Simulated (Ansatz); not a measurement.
Ansatz input file:

```yaml
crystal:
  lattice:
    - [3.320082845, 0.0, 0.0]
    - [-1.6600414225, 2.8752760865, 0.0]
    - [0.0, 0.0, 44.9517854828]
  atoms:
    - { symbol: Se, position: [0.3333333333, 0.6666666667, 0.1668454305] }
    - { symbol: Se, position: [0.3333333333, 0.6666666667, 0.4626634717] }
    - { symbol: W, position: [0.0, 0.0, 0.5] }
    - { symbol: Se, position: [0.3333333333, 0.6666666667, 0.5373365283] }
    - { symbol: Se, position: [0.3333333333, 0.6666666667, 0.8331545695] }
basis:
  ecutwfc: 200
kpoints:
  mp_grid: { grid: [9, 9, 1] }
hamiltonian:
  xc: pbe
scf:
  occupations: { method: gaussian, width: 0.05 }
output:
  forces: true
  stress: true
  eigenvalues: true
efield:
  axis: 3
  dipole_correction: true
  ramp_width: 0.04
```

Command:
```bash
ansatz run input.yaml --threads 1 --pin off --max-ram 2560MiB --backend cpu --events-out ev --progress --plain --runs-dir out
```

Computed with Ansatz 0.2.0, DFT PBE, scalar-relativistic, plane waves, PAW.

Abridged output:

```
Warning: basis.ecutwfc = 200 eV is below the records' recommended 420 eV, and the density's cutoff is lower with it unless basis.ecutrho_ratio is high enough to keep the records' density cutoff: compare with a run at a higher cutoff
Pseudopotentials: kind: paw
Pseudopotential: Se, paw, valence charge 16, recommended cutoff 420 eV (normal)
Pseudopotential: W, paw, valence charge 14, recommended cutoff 420 eV (normal)
Functional definition: PBE
Crystal: 5 atoms, lattice volume = 429.117 Å³
Basis set: ecut = 200 eV, 2755 PW (Γ), exchange–correlation on 32×32×432 points (8 copies of the dense FFT grid, shifted against one another)
Bands: 47, of which v1, the nominal top of the filled ones, is band 39 counted from 1 (38 counted from 0)
Symmetry: 6 space group operations
k-points: 12 of 81 (time reversal used)
Initial density: superposition of atomic densities (neutral atoms: chi_scale 0, normalization atom), corrected by the library's trained network
Initial wavefunctions: pseudopotential atomic-orbital guess
Functional: x = pbe(κ = 0.804, μ = 0.21951497), c = pbe(β = 0.06672455)
SCF iter   1: F=—  HF=-32248.857126 eV  |F-HF|=—  |Δ(HF+E_count)|=         —  Δρ=3.08e-2  dr2=2.07e2  ethr=1.77e-3  p=0.000 e·Å  D=1.46e-13 V/Å  ΔV_dip= 0.00 eV  dr2_dipole=7.30e-7  V_vac-E_F(+/−)=6.01/6.01 eV  ⟨swp⟩=7.3  Hψ=2007  notcnv=0  defer=13
efield: sawtooth ramp at fractional position 0.9800 (placed from the atoms, in the widest stretch of the axis that holds none; the zero of the levels goes with the place), width 0.0400; the density the first Hamiltonian is built on has a dipole p = 0.000 e·Å; the dipole correction subtracts the counter field D = 1.46e-13 V/Å, which shifts the + side's vacuum level by  0.00 eV against the − side's; the planar-averaged density in the ramp window peaks in size at 3.2e-4 e/Å³
SCF iter   2: F=—  HF=-32245.235091 eV  |F-HF|=—  |Δ(HF+E_count)|=    3.62e0  Δρ=1.94e-2  dr2=1.91e1  ethr=1.77e-3  p= 0.000 e·Å  D=-1.65e-5 V/Å  ΔV_dip=0.00 eV  dr2_dipole=3.89e-11  V_vac-E_F(+/−)=7.04/7.04 eV  ⟨swp⟩=3.1  Hψ=1268  notcnv=0  defer=25
SCF iter   3: F=—  HF=-32245.018575 eV  |F-HF|=—  |Δ(HF+E_count)|=   2.17e-1  Δρ=1.76e-2  dr2=1.54e0  ethr=1.77e-3  p= 0.000 e·Å  D=-2.46e-6 V/Å  ΔV_dip=0.00 eV  dr2_dipole=3.98e-5  V_vac-E_F(+/−)=6.04/6.04 eV  ⟨swp⟩=2.8  Hψ=1190  notcnv=0  defer=22
SCF iter   4: F=—  HF=-32281.167985 eV  |F-HF|=—  |Δ(HF+E_count)|=    3.61e1  Δρ=1.10e-1  dr2=4.05e3  ethr=1.77e-3  p= 0.000 e·Å  D=-1.19e-5 V/Å  ΔV_dip=0.00 eV  dr2_dipole=3.13e-7  V_vac-E_F(+/−)=10.55/10.55 eV  ⟨swp⟩=7.8  Hψ=1073  notcnv=0  defer=27  recentre
SCF iter   5: F=—  HF=-32244.558522 eV  |F-HF|=—  |Δ(HF+E_count)|=    3.66e1  Δρ=4.35e-3  dr2=6.93e-1  ethr=1.77e-3  p=-0.002 e·Å  D=-7.43e-4 V/Å  ΔV_dip=0.03 eV  dr2_dipole=1.35e0  V_vac-E_F(+/−)=6.51/6.48 eV  ⟨swp⟩=2.0  Hψ=808  notcnv=0  defer=22
SCF iter   6: F=—  HF=-32244.591924 eV  |F-HF|=—  |Δ(HF+E_count)|=   3.34e-2  Δρ=3.84e-3  dr2=3.64e-1  ethr=8.88e-4  p=-0.001 e·Å  D=-2.45e-4 V/Å  ΔV_dip=0.01 eV  dr2_dipole=1.18e-1  V_vac-E_F(+/−)=6.54/6.53 eV  ⟨swp⟩=2.0  Hψ=736  notcnv=0  defer=21
SCF iter   7: F=—  HF=-32244.570788 eV  |F-HF|=—  |Δ(HF+E_count)|=   2.11e-2  Δρ=2.46e-3  dr2=7.21e-2  ethr=4.67e-4  p= 0.000 e·Å  D=-9.19e-5 V/Å  ΔV_dip=0.00 eV  dr2_dipole=2.16e-2  V_vac-E_F(+/−)=6.54/6.54 eV  ⟨swp⟩=2.4  Hψ=833  notcnv=0  defer=21
SCF iter   8: F=—  HF=-32244.580842 eV  |F-HF|=—  |Δ(HF+E_count)|=   1.01e-2  Δρ=9.14e-4  dr2=6.05e-2  ethr=9.25e-5  p= 0.000 e·Å  D=-2.85e-6 V/Å  ΔV_dip=0.00 eV  dr2_dipole=2.38e-3  V_vac-E_F(+/−)=6.55/6.55 eV  ⟨swp⟩=2.0  Hψ=738  notcnv=0  defer=21
SCF iter   9: F=—  HF=-32244.587074 eV  |F-HF|=—  |Δ(HF+E_count)|=   6.23e-3  Δρ=4.50e-4  dr2=3.34e-2  ethr=7.76e-5  p=0.000 e·Å  D=1.91e-5 V/Å  ΔV_dip= 0.00 eV  dr2_dipole=1.71e-6  V_vac-E_F(+/−)=6.55/6.55 eV  ⟨swp⟩=1.0  Hψ=543  notcnv=0  defer=21
SCF iter  10: F=—  HF=-32244.588332 eV  |F-HF|=—  |Δ(HF+E_count)|=   1.26e-3  Δρ=2.37e-4  dr2=1.73e-3  ethr=4.28e-5  p=0.000 e·Å  D=1.08e-5 V/Å  ΔV_dip= 0.00 eV  dr2_dipole=6.54e-6  V_vac-E_F(+/−)=6.55/6.55 eV  ⟨swp⟩=1.0  Hψ=543  notcnv=0  defer=21
SCF iter  11: F=—  HF=-32244.588460 eV  |F-HF|=—  |Δ(HF+E_count)|=   1.27e-4  Δρ=1.64e-4  dr2=1.04e-3  ethr=2.21e-6  p=0.000 e·Å  D=8.39e-6 V/Å  ΔV_dip= 0.00 eV  dr2_dipole=9.98e-6  V_vac-E_F(+/−)=6.55/6.55 eV  ⟨swp⟩=2.0  Hψ=676  notcnv=0  defer=21
SCF iter  12: F=—  HF=-32244.588365 eV  |F-HF|=—  |Δ(HF+E_count)|=   9.47e-5  Δρ=5.34e-5  dr2=7.21e-5  ethr=1.34e-6  p=0.000 e·Å  D=6.74e-6 V/Å  ΔV_dip= 0.00 eV  dr2_dipole=2.35e-5  V_vac-E_F(+/−)=6.55/6.55 eV  ⟨swp⟩=2.0  Hψ=601  notcnv=0  defer=21
SCF iter  13: F=—  HF=-32244.588408 eV  |F-HF|=—  |Δ(HF+E_count)|=   4.30e-5  Δρ=3.06e-5  dr2=8.75e-6  ethr=9.24e-8  p=0.000 e·Å  D=2.23e-6 V/Å  ΔV_dip= 0.00 eV  dr2_dipole=5.12e-6  V_vac-E_F(+/−)=6.55/6.55 eV  ⟨swp⟩=2.0  Hψ=657  notcnv=0  defer=21
SCF iter  14: F=—  HF=-32244.588410 eV  |F-HF|=—  |Δ(HF+E_count)|=   1.55e-6  Δρ=1.85e-5  dr2=1.27e-5  ethr=1.12e-8  p=0.000 e·Å  D=1.17e-6 V/Å  ΔV_dip= 0.00 eV  dr2_dipole=1.72e-10  V_vac-E_F(+/−)=6.55/6.55 eV  ⟨swp⟩=2.0  Hψ=642  notcnv=0  defer=21
SCF iter  15: F=—  HF=-32244.588413 eV  |F-HF|=—  |Δ(HF+E_count)|=   3.21e-6  Δρ=1.12e-5  dr2=1.05e-5  ethr=1.12e-8  p=0.000 e·Å  D=1.65e-7 V/Å  ΔV_dip= 0.00 eV  dr2_dipole=2.27e-8  V_vac-E_F(+/−)=6.55/6.56 eV  ⟨swp⟩=1.9  Hψ=573  notcnv=0  defer=21
SCF iter  16: F=—  HF=-32244.588414 eV  |F-HF|=—  |Δ(HF+E_count)|=   8.24e-7  Δρ=3.52e-6  dr2=1.19e-6  ethr=1.12e-8  p=0.000 e·Å  D=2.36e-8 V/Å  ΔV_dip= 0.00 eV  dr2_dipole=8.06e-9  V_vac-E_F(+/−)=6.56/6.56 eV  ⟨swp⟩=1.0  Hψ=543  notcnv=0  defer=21
SCF iter  17: F=-32244.588414 eV  HF=-32244.588414 eV  |F-HF|=3.91e-9  |Δ(HF+E_count)|=   4.29e-8  Δρ=6.10e-7  dr2=1.34e-8  ethr=1.28e-10  p=0.000 e·Å  D=1.16e-7 V/Å  ΔV_dip= 0.00 eV  dr2_dipole=2.79e-11  V_vac-E_F(+/−)=6.56/6.56 eV  ⟨swp⟩=16.8  Hψ=2373  notcnv=0
WARN: efield: at this solve's end the planar-averaged density reaches 3.21e-4 e/Å³ inside the ramp window [0.9578, 0.0422] (bound 1e-5 e/Å³), and -2.97e-4 e/Å³ on another of its planes; by the running means of the window's planes the mean density over a ramp is at most 4.97e-5 e/Å³, which is held to the bound (the quickstart, § The vacuum guard, A window that rings); the window's nearer edge stands 5.60 Å from this solve's nearest atom along the axis. Its work functions, free energy, forces, stress, dipole, levels and responses can be off, and this figure does not tell by how much. A short vacuum, a low `basis.ecutwfc` or `basis.ecutrho_ratio` and negative occupations (`scf.occupations.metho ...
SCF 1 converged in 17 iterations: F = -32244.588414 eV  dr2 = 1.34e-8
SCF converged after 17 iterations
Free energy (F): -32244.588414 eV
Harris-Foulkes:  -32244.588414 eV  (|F-HF|=3.91e-9)
Internal energy: -32244.576829 eV  (E = F + TS)
E sigma→0 (E₀):  -32244.582621 eV
Entropy (-TS):   -0.011585 eV (-2.317 meV/atom)
Fermi energy:    -1.949708 eV
Dipole field:    D = -0.000005 V/Å  (p = -0.000011 e·Å, saw-weighted, corrected)
Work function:   Φ+ = 6.5565 eV   Φ− = 6.5570 eV
Levels:          The Fermi level and band energies are counted from a zero that moves with the ramp; work functions are not
Vacuum region:   at the solve's end the planar-averaged density reaches 3.21e-4 e/Å³ inside the ramp window [0.9578, 0.0422] (bound 1e-5 e/Å³), and -2.97e-4 e/Å³ on another of its planes; by the running means of the window's planes the mean density over a ramp is at most 4.97e-5 e/Å³, which is held to the bound (the quickstart, § The vacuum guard, A window that rings)
--- Per-component energies (eV) ---
  E_band       = -2714.185367
  E_kinetic    = 927.909985
  E_local      = -81310.910690  (includes V_loc(G=0)·N_el)
  E_nonlocal   = -2245.059449
  E_hartree    = 40047.511338
  E_xc         = -680.596398
  E_vxc        = -626.980207  (∫ρ·V_xc dr)
  E_paw        = -16340.317042  (= ΣΔE_a)
  E_vpaw       = 445.901814  (= ΣTr[D̂ρ^β])
  E_aug_tail   = -0.101717  (compensation charges beyond the density's cutoff)
  E_efield     = 0.000000  (sawtooth field / dipole correction)
  E_vefield    = 0.000000  (∫n·V_field dr)
  E_ewald      = 27356.987143
  E_smearing   = -0.011585  (= −TS)
--- Forces (eV/Å), atoms counted from 1 ---
  atom   1  Se     0.00000000     0.00000000    -0.00094845
  atom   2  Se     0.00000000     0.00000000    -0.11514771
  atom   3  W      0.00000000     0.00000000     0.00001010
  atom   4  Se     0.00000000     0.00000000     0.11514900
  atom   5  Se     0.00000000     0.00000000     0.00094839
--- Stress (GPa, compression-positive) ---
       -2.476555       0.000000       0.000000
        0.000000      -2.476555       0.000000
        0.000000       0.000000       0.132525
  P = ⅓ Tr σ = -1.6069 GPa (-16.069 kbar)
--- Band table (eV; the first three rows and the last of 12) ---
  k-point 0: bands = ["-77.1985", "-52.8332", "-52.8332", "-52.8301", "-52.8301", "-52.6577", "-52.6577", "-52.6426", "-52.6426", "-52.5990", "-52.5990", "-52.5798", "-52.5798", "-52.5658", "-52.5658", "-52.5585", "-52.5398", "-52.5298", "-52.5237", "-52.5237", "-52.4865", "-40.7162", "-40.6504", "-40.6504", "-16.6860", "-15.4632", "-14.7229", "-14.7224", "-8.0315", "-4.2939", "-4.2939", "-4.0233", "-3.6023", "-3.6020", "-3.2025", "-3.2025", "-2.2157", "0.0406", "0.0406", "0.0407", "0.0407", "0.9260", "0.9260", "1.0863", "1.0863", "2.3715", "3.0534"]
  k-point 1: bands = ["-77.1961", "-52.8237", "-52.8172", "-52.8158", "-52.8114", "-52.6373", "-52.6316", "-52.6254", "-52.6231", "-52.5884", "-52.5830", "-52.5763", "-52.5675", "-52.5488", "-52.5455", "-52.5343", "-52.5338", "-52.5186", "-52.5161", "-52.5103", "-52.4783", "-40.6902", "-40.6336", "-40.6323", "-16.5097", "-15.3747", "-14.5916", "-14.5916", "-7.7996", "-4.8105", "-4.4444", "-4.1153", "-3.4797", "-3.4588", "-3.4587", "-3.1143", "-2.2898", "-0.8392", "-0.8390", "-0.1440", "-0.1439", "0.4862", "0.6089", "0.8872", "1.2252", "2.9651", "3.2923"]
  k-point 2: bands = ["-77.1936", "-52.8483", "-52.8428", "-52.8139", "-52.8134", "-52.6384", "-52.6284", "-52.6257", "-52.6250", "-52.5973", "-52.5871", "-52.5748", "-52.5735", "-52.5705", "-52.5461", "-52.5449", "-52.5343", "-52.5326", "-52.5216", "-52.5140", "-52.4907", "-40.6818", "-40.6763", "-40.6432", "-16.0257", "-15.1386", "-14.2312", "-14.2309", "-7.2182", "-5.9079", "-5.2604", "-4.0619", "-3.6819", "-3.4289", "-3.0606", "-3.0604", "-2.6995", "-2.5690", "-2.5689", "-0.5643", "-0.5642", "0.0340", "0.4870", "0.6729", "1.7722", "3.6632", "3.9505"]
  k-point 11: bands = ["-77.1891", "-52.8824", "-52.8824", "-52.8769", "-52.8769", "-52.6367", "-52.6357", "-52.6278", "-52.6277", "-52.6200", "-52.6200", "-52.6068", "-52.6060", "-52.6051", "-52.6018", "-52.5816", "-52.5613", "-52.5611", "-52.5365", "-52.5307", "-52.5275", "-40.7903", "-40.7608", "-40.6552", "-14.5392", "-14.4163", "-13.1133", "-13.1125", "-7.1983", "-7.1089", "-6.1782", "-5.6335", "-5.1204", "-4.2532", "-4.1338", "-4.1338", "-4.1338", "-4.1338", "-1.9744", "-1.7985", "-1.7981", "-0.4182", "0.9298", "1.4901", "2.8570", "3.9841", "4.7772"]
```

The run converged.

Time: 11 s on 1 thread of AMD EPYC 7R43 64-Core Processor (Zen 3), with other jobs on the host, peak memory 0.43 GiB.

Spin–orbit coupling is left out, which can shift energies with elements as heavy as these.